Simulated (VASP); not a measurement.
# Al2O3 (P-6m2) in VASP: notebook, part 2 of 2

VASP 6.6.1. Earlier steps stand in the parts before.

## Step 4: Dielectric tensor, LDA

File INCAR:

```
ALGO = Normal ; EDIFF = 1E-8
ENCUT = 400 ; GGA = CA
ISIF = 2 ; ISMEAR = 0
LASPH = True ; LCHARG = False
LEPSILON = True ; LREAL = False
LWAVE = False ; NELM = 100
PREC = Accurate ; SIGMA = 0.01
```

File KPOINTS:

```
k-points
0
Gamma
  7 7 2
```

File POSCAR:

```
Al2O3
1.0
    2.8843249483      0.0000000000      0.0000000000
   -1.4421624742      2.4978986780      0.0000000000
    0.0000000000      0.0000000000      9.3367544600
Al O
2 3
Direct
    0.0000000000      0.0000000000      0.8500076700
    0.0000000000      0.0000000000      0.1499923300
    0.3333333333      0.6666666667      0.7776830800
    0.6666666667      0.3333333333      0.0000000000
    0.3333333333      0.6666666667      0.2223169200
```

Potentials or basis: VASP PAW LDA potentials, release 64 (Al, O).

On the command line:

```sh
$ cat potpaw_LDA.64/Al/POTCAR potpaw_LDA.64/O/POTCAR > POTCAR
$ mpirun -np 1 vasp_std > vasp.out
```

OUTCAR:

```text
EDIFF = 1E-8
   ENCUT = 400
   GGA = CA
   ISIF = 2
   ISMEAR = 0
   LASPH = True
   LEPSILON = True
   LREAL = False
   NELM = 100
   PREC = Accurate

 Found     16 irreducible k-points:

 Following reciprocal coordinates:
            Coordinates               Weight
  0.000000  0.000000  0.000000      1.000000
  0.142857  0.000000  0.000000      6.000000
  0.285714 -0.000000  0.000000      6.000000
  0.428571  0.000000  0.000000      6.000000
  0.142857  0.142857  0.000000      6.000000
  0.285714  0.142857  0.000000     12.000000
   k-points           NKPTS =     16   k-points in BZ     NKDIM =     16   number of bands    NBANDS=     16
   number of dos      NEDOS =    301   number of ions     NIONS =      5
   total plane-waves  NPLWV =  25600
   dimension x,y,z NGX =    20 NGY =   20 NGZ =   64
   dimension x,y,z NGXF=    40 NGYF=   40 NGZF=  128
   ions per type =               2   3
   NGX,Y,Z   is equivalent  to a cutoff of  11.53, 11.53, 11.40 a.u.
   NGXF,Y,Z  is equivalent  to a cutoff of  23.06, 23.06, 22.79 a.u.
 SYSTEM =  unknown system
   PREC   = accura    normal or accurate (medium, high low for compatibility)
   ISTART =      0    job   : 0-new  1-cont  2-samecut
[... 238 lines left out ...]

 PIEZOELECTRIC TENSOR FIELD DIRECTION 3  (e Angst)
 -----------------------------------------------------------------------------
    -0.00000 -0.00000 -0.00000           ( -0.00000  0.00000 -0.00000)
     0.00000 -0.00000  0.00000           (  0.00000 -0.00000  0.00000)
     0.00000  0.00000 -0.00000           ( -0.00000  0.00000 -0.00000)

 PIEZOELECTRIC TENSOR FIELD DIRECTION 3  (C/m^2)
 -----------------------------------------------------------------------------
    -0.00000 -0.00000 -0.00000
     0.00000 -0.00000  0.00000
     0.00000  0.00000 -0.00000

 MACROSCOPIC STATIC DIELECTRIC TENSOR (including local field effects in DFT)
 ------------------------------------------------------
           2.700596    -0.000000    -0.000000
          -0.000000     2.700596    -0.000000
           0.000000     0.000000     1.942315
 ------------------------------------------------------

 PIEZOELECTRIC TENSOR (including local field effects)  for field in x, y, z        (e  Angst)
          XX          YY          ZZ          XY          YZ          ZX
  --------------------------------------------------------------------------------
  x     0.00000    -0.00000    -0.00000    -0.06800     0.00000     0.00000
  y    -0.06800     0.06800     0.00000    -0.00000     0.00000     0.00000
  z     0.00000     0.00000     0.00000     0.00000     0.00000    -0.00000

 PIEZOELECTRIC TENSOR (including local field effects)  for field in x, y, z        (C/m^2)
          XX          YY          ZZ          XY          YZ          ZX
  --------------------------------------------------------------------------------
  x     0.00000    -0.00000    -0.00000    -0.01620     0.00000     0.00000
  y    -0.01620     0.01620     0.00000    -0.00000     0.00000     0.00000
  z     0.00000     0.00000     0.00000     0.00000     0.00000    -0.00000

 BORN EFFECTIVE CHARGES (including local field effects) (in |e|, cummulative output)
 ---------------------------------------------------------------------------------
 ion    1
    1     3.01673    -0.00000     0.00000
    2    -0.00000     3.01673     0.00000
    3     0.00000     0.00000     1.52908
 ion    2
    1     3.01673    -0.00000    -0.00000
    2    -0.00000     3.01673    -0.00000
    3    -0.00000     0.00000     1.52908
 ion    3
    1    -1.89821     0.00000    -0.00000
    2     0.00000    -1.89821     0.00000
    3    -0.00000     0.00000    -0.92327
 ion    4
    1    -2.23704     0.00000     0.00000
    2     0.00000    -2.23704     0.00000
    3     0.00000    -0.00000    -1.21163
 ion    5
    1    -1.89821     0.00000     0.00000
    2     0.00000    -1.89821     0.00000
    3     0.00000     0.00000    -0.92327
```

stdout:

```text
POSCAR found type information on POSCAR AlO
 POSCAR found :  2 types and       5 ions
 scaLAPACK will be used
 LDA part: xc-table for (Slater(with rela. corr.)+CA(PZ))
 , standard interpolation
 POSCAR, INCAR and KPOINTS ok, starting setup
 FFT: planning ... GRIDC
 FFT: planning ... GRID_SOFT
 FFT: planning ... GRID
 WAVECAR not read
 entering main loop
 Linear response reoptimize wavefunctions to high precision
 Linear response G [H, r] |phi>, progress :
  Direction:   1
 Linear response G [H, r] |phi>, progress :
  Direction:   2
 Linear response G [H, r] |phi>, progress :
  Direction:   3
 Linear response to external field (no local field effect), progress :
  Direction:   1
 dielectric tensor                  component  1 :     2.577    -0.473     0.000
 Linear response to external field (no local field effect), progress :
  Direction:   2
 dielectric tensor                  component  2 :    -0.474     3.028     0.000
 Linear response to external field (no local field effect), progress :
  Direction:   3
 dielectric tensor                  component  3 :     0.000     0.000     2.616
 Linear response to external field, progress :
  Direction:   1
 dielectric tensor                  component  1 :     2.701     0.000     0.000
 Linear response to external field, progress :
  Direction:   2
 dielectric tensor                  component  2 :    -0.258     2.701     0.000
 Linear response to external field, progress :
  Direction:   3
 dielectric tensor                  component  3 :     0.000     0.000     1.942
 Born effective charges drift removed
```

It took 64 s on 1 thread of Intel Xeon 6975P-C (Granite Rapids), shared host; peak memory 0.19 GiB.

These settings aren't checked as converged: the numbers below hold their error.

What came out:

| Property | Result |
| --- | --- |
| Band gap on the k mesh | 4.76 eV, indirect (least direct gap 5.00 eV) |
| Electronic dielectric tensor (diagonal) | 2.70, 2.70, 1.94 |
| Born charges (mean of the diagonal) | Al +2.52; O -1.57, -1.90 e |

Caveat: an odd mesh through Γ misses points on the zone boundary, where band edges often lie.

## Step 5: Dielectric tensor, LDA

INCAR, as its differences from that of step 4:

```diff
@@ -1,3 +1,3 @@
 ALGO = Normal ; EDIFF = 1E-8
-ENCUT = 400 ; GGA = CA
+ENCUT = 520 ; GGA = CA
 ISIF = 2 ; ISMEAR = 0
```

KPOINTS is that of step 4.

POSCAR is that of step 4.

Potentials or basis: VASP PAW LDA potentials, release 64 (Al, O).

On the command line:

```sh
$ cat potpaw_LDA.64/Al/POTCAR potpaw_LDA.64/O/POTCAR > POTCAR
$ mpirun -np 1 vasp_std > vasp.out
```

OUTCAR:

```text
EDIFF = 1E-8
   ENCUT = 520
   GGA = CA
   ISIF = 2
   ISMEAR = 0
   LASPH = True
   LEPSILON = True
   LREAL = False
   NELM = 100
   PREC = Accurate

 Found     16 irreducible k-points:

 Following reciprocal coordinates:
            Coordinates               Weight
  0.000000  0.000000  0.000000      1.000000
  0.142857  0.000000  0.000000      6.000000
  0.285714 -0.000000  0.000000      6.000000
  0.428571  0.000000  0.000000      6.000000
  0.142857  0.142857  0.000000      6.000000
  0.285714  0.142857  0.000000     12.000000
   k-points           NKPTS =     16   k-points in BZ     NKDIM =     16   number of bands    NBANDS=     16
   number of dos      NEDOS =    301   number of ions     NIONS =      5
   total plane-waves  NPLWV =  40320
   dimension x,y,z NGX =    24 NGY =   24 NGZ =   70
   dimension x,y,z NGXF=    48 NGYF=   48 NGZF=  140
   ions per type =               2   3
   NGX,Y,Z   is equivalent  to a cutoff of  13.83, 13.83, 12.46 a.u.
   NGXF,Y,Z  is equivalent  to a cutoff of  27.67, 27.67, 24.93 a.u.
 SYSTEM =  unknown system
   PREC   = accura    normal or accurate (medium, high low for compatibility)
   ISTART =      0    job   : 0-new  1-cont  2-samecut
   ICHARG =      2    charge: 1-file 2-atom 10-const
   ISPIN  =      1    spin polarized calculation?
[... 237 lines left out ...]
 PIEZOELECTRIC TENSOR FIELD DIRECTION 3  (e Angst)
 -----------------------------------------------------------------------------
    -0.00000  0.00000 -0.00000           ( -0.00000  0.00000 -0.00000)
     0.00000 -0.00000 -0.00000           (  0.00000 -0.00000 -0.00000)
    -0.00000  0.00000 -0.00000           ( -0.00000 -0.00000 -0.00000)

 PIEZOELECTRIC TENSOR FIELD DIRECTION 3  (C/m^2)
 -----------------------------------------------------------------------------
    -0.00000  0.00000 -0.00000
     0.00000 -0.00000 -0.00000
    -0.00000  0.00000 -0.00000

 MACROSCOPIC STATIC DIELECTRIC TENSOR (including local field effects in DFT)
 ------------------------------------------------------
           2.706872    -0.000000     0.000000
          -0.000000     2.706872    -0.000000
          -0.000000     0.000000     1.945347
 ------------------------------------------------------

 PIEZOELECTRIC TENSOR (including local field effects)  for field in x, y, z        (e  Angst)
          XX          YY          ZZ          XY          YZ          ZX
  --------------------------------------------------------------------------------
  x     0.00000    -0.00000     0.00000    -0.07325     0.00000     0.00000
  y    -0.07325     0.07325    -0.00000    -0.00000     0.00000     0.00000
  z     0.00000     0.00000     0.00000     0.00000     0.00000     0.00000

 PIEZOELECTRIC TENSOR (including local field effects)  for field in x, y, z        (C/m^2)
          XX          YY          ZZ          XY          YZ          ZX
  --------------------------------------------------------------------------------
  x     0.00000    -0.00000     0.00000    -0.01745     0.00000     0.00000
  y    -0.01745     0.01745    -0.00000    -0.00000     0.00000     0.00000
  z     0.00000     0.00000     0.00000     0.00000     0.00000     0.00000

 BORN EFFECTIVE CHARGES (including local field effects) (in |e|, cummulative output)
 ---------------------------------------------------------------------------------
 ion    1
    1     3.02110    -0.00000     0.00000
    2    -0.00000     3.02110     0.00000
    3     0.00000     0.00000     1.53247
 ion    2
    1     3.02110    -0.00000    -0.00000
    2    -0.00000     3.02110     0.00000
    3    -0.00000     0.00000     1.53247
 ion    3
    1    -1.90074     0.00000    -0.00000
    2     0.00000    -1.90074     0.00000
    3    -0.00000     0.00000    -0.92557
 ion    4
    1    -2.24070     0.00000     0.00000
    2     0.00000    -2.24070    -0.00000
    3    -0.00000    -0.00000    -1.21380
 ion    5
    1    -1.90074     0.00000     0.00000
    2     0.00000    -1.90074     0.00000
    3     0.00000     0.00000    -0.92557
```

It took 85 s on 1 thread of Intel Xeon 6975P-C (Granite Rapids), shared host; peak memory 0.25 GiB.

The run converged, but some of its settings lie outside the range that counts as converged, so its numbers aren't taken as properties of the crystal.

What came out:

```
Band gap on the k mesh                  : 4.76 eV, indirect (least direct gap 4.99 eV)
Electronic dielectric tensor (diagonal) : 2.71, 2.71, 1.95
Born charges (mean of the diagonal)     : Al +2.52; O -1.58, -1.90 e
```

Caveat: an odd mesh through Γ misses points on the zone boundary, where band edges often lie.

## Step 6: Dielectric tensor, LDA

INCAR, as its differences from that of step 5:

```diff
@@ -1,3 +1,3 @@
 ALGO = Normal ; EDIFF = 1E-8
-ENCUT = 520 ; GGA = CA
+ENCUT = 400 ; GGA = CA
 ISIF = 2 ; ISMEAR = 0
```

File KPOINTS:

```
k-points
0
Gamma
  8 8 3
```

POSCAR is that of step 5.

Potentials or basis: VASP PAW LDA potentials, release 64 (Al, O).

On the command line:

```sh
$ cat potpaw_LDA.64/Al/POTCAR potpaw_LDA.64/O/POTCAR > POTCAR
$ mpirun -np 1 vasp_std > vasp.out
```

OUTCAR:

```text
EDIFF = 1E-8
   ENCUT = 400
   GGA = CA
   ISIF = 2
   ISMEAR = 0
   LASPH = True
   LEPSILON = True
   LREAL = False
   NELM = 100
   PREC = Accurate

 Found     20 irreducible k-points:

 Following reciprocal coordinates:
            Coordinates               Weight
  0.000000  0.000000  0.000000      1.000000
  0.125000 -0.000000  0.000000      6.000000
  0.250000 -0.000000  0.000000      6.000000
  0.375000  0.000000  0.000000      6.000000
  0.500000 -0.000000  0.000000      3.000000
  0.125000  0.125000  0.000000      6.000000
   k-points           NKPTS =     20   k-points in BZ     NKDIM =     20   number of bands    NBANDS=     16
   number of dos      NEDOS =    301   number of ions     NIONS =      5
   total plane-waves  NPLWV =  25600
[... 262 lines left out ...]
          -0.000000     2.697110     0.000000
           0.000000     0.000000     1.942110
 ------------------------------------------------------

 PIEZOELECTRIC TENSOR (including local field effects)  for field in x, y, z        (e  Angst)
          XX          YY          ZZ          XY          YZ          ZX
  --------------------------------------------------------------------------------
  x     0.00000    -0.00000     0.00000    -0.06721     0.00000     0.00000
  y    -0.06721     0.06721     0.00000    -0.00000     0.00000     0.00000
  z     0.00000     0.00000     0.00000     0.00000     0.00000     0.00000

 PIEZOELECTRIC TENSOR (including local field effects)  for field in x, y, z        (C/m^2)
          XX          YY          ZZ          XY          YZ          ZX
  --------------------------------------------------------------------------------
  x     0.00000    -0.00000     0.00000    -0.01601     0.00000     0.00000
  y    -0.01601     0.01601     0.00000    -0.00000     0.00000     0.00000
  z     0.00000     0.00000     0.00000     0.00000     0.00000     0.00000

 BORN EFFECTIVE CHARGES (including local field effects) (in |e|, cummulative output)
 ---------------------------------------------------------------------------------
 ion    1
    1     3.01620    -0.00000     0.00000
    2    -0.00000     3.01620     0.00000
    3    -0.00000     0.00000     1.51281
 ion    2
    1     3.01620    -0.00000    -0.00000
    2    -0.00000     3.01620    -0.00000
    3     0.00000    -0.00000     1.51281
 ion    3
    1    -1.89846     0.00000    -0.00000
    2     0.00000    -1.89846    -0.00000
    3     0.00000    -0.00000    -0.91152
 ion    4
    1    -2.23547     0.00000     0.00000
    2     0.00000    -2.23547     0.00000
    3    -0.00000     0.00000    -1.20256
 ion    5
    1    -1.89846     0.00000     0.00000
    2     0.00000    -1.89846     0.00000
    3    -0.00000    -0.00000    -0.91152
```

OSZICAR:

```text
N       E                     dE             d eps       ncg     rms          rms(c)
DAV:   1     0.111885286673E+03    0.11189E+03   -0.11075E+04   648   0.109E+03
[... 13 lines left out ...]
RMM:   8    -0.188213140467E+00   -0.29746E-03   -0.17661E-04  1433   0.289E-02    0.553E-03
RMM:   9    -0.188385737329E+00   -0.17260E-03    0.94889E-06  1457   0.127E-02    0.248E-03
RMM:  10    -0.188438198344E+00   -0.52461E-04    0.21682E-05  1423   0.571E-03    0.467E-04
RMM:  11    -0.188457556542E+00   -0.19358E-04    0.22479E-06  1445   0.172E-03    0.459E-04
RMM:  12    -0.188461832627E+00   -0.42761E-05   -0.78914E-06  1461   0.103E-03    0.597E-05
RMM:  13    -0.188462272242E+00   -0.43961E-06   -0.51562E-07  1150   0.160E-04    0.158E-05
RMM:  14    -0.188462242976E+00    0.29265E-07    0.54776E-07   720   0.581E-05    0.467E-06
```

It took 84 s on 1 thread of Intel Xeon 6975P-C (Granite Rapids), shared host; peak memory 0.22 GiB.

The run converged, but some of its settings lie outside the range that counts as converged, so its numbers aren't taken as properties of the crystal.

What came out:

```yaml
Band_gap_on_the_k_mesh: 4.75 eV, indirect (least direct gap 5.00 eV)
Electronic_dielectric_tensor_diagonal: 2.70, 2.70, 1.94
Born_charges_mean_of_the_diagonal: Al +2.52; O -1.57, -1.89 e
```

Caveat: an odd mesh through Γ misses points on the zone boundary, where band edges often lie.
